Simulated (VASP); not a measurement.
GeSe, 8 atoms in the cell. The structure is orthorhombic, space group Pnma (No. 62). Conventional cell: a = 10.966 Å, b = 3.883 Å, c = 4.420 Å, α = 90.00°, β = 90.00°, γ = 90.00°. Around Ge (site symmetry m) lie 3 Se at 2.59 to 2.61 Å. Se (site symmetry m) is surrounded by 3 Ge at 2.59 to 2.61 Å. 

* Program: VASP 6.6.1
* Task: band structure
* Functional: LDA
* Potentials or basis: VASP PAW LDA potentials, release 64 (Ge_d, Se)
* Cutoff: 520 eV
* k mesh: 4 × 8 × 6
* Occupations: gaussian, width 0.03 eV
* Spin: no spin polarisation
* Further INCAR settings: ALGO = Normal; EDIFF = 1e-06

Potentials or basis: VASP PAW LDA potentials, release 64 (Ge_d, Se).

Launch:

```console
$ cat potpaw_LDA.64/Ge_d/POTCAR potpaw_LDA.64/Se/POTCAR > POTCAR
$ mpirun -np 2 vasp_std > vasp.out
```

Hardware: 2 MPI ranks on Intel(R) Xeon(R) Platinum 8559C (Emerald Rapids), on a shared host.

Q: Estimate the wall time of this run.

A: It took 12 min on 2 MPI ranks on Intel(R) Xeon(R) Platinum 8559C (Emerald Rapids) (shared host), peak memory 0.72 GiB a rank. Counts: scf iterations 67, k points 60.
